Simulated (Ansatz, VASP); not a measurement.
# Two plane-wave programs on V

```
V
1.0
    -1.49177    1.49177    1.49177
     1.49177   -1.49177    1.49177
     1.49177    1.49177   -1.49177
V
1
Direct
  0.00000 0.00000 0.00000
```

Alike in both runs: task single point; functional r2SCAN; k mesh 15 × 15 × 15; occupations gaussian, width 0.03 eV; no spin polarisation.

```csv
,VASP,Ansatz
version,VASP 6.6.1,Ansatz 0.2.0
potentials or method,"VASP PAW PBE potentials, release 64 (V_sv)","plane waves (500 eV) with PAW, scalar-relativistic"
plane-wave cutoff (eV),520,500
valence electrons in the cell,13,13
```

|  | VASP | Ansatz | Ansatz less VASP |
| --- | --- | --- | --- |
| pressure (GPa) | 0.0 | -0.8 | -0.72 |

Caveats: the PAW data sets were made with another functional, which shifts forces and pressure a little (VASP).
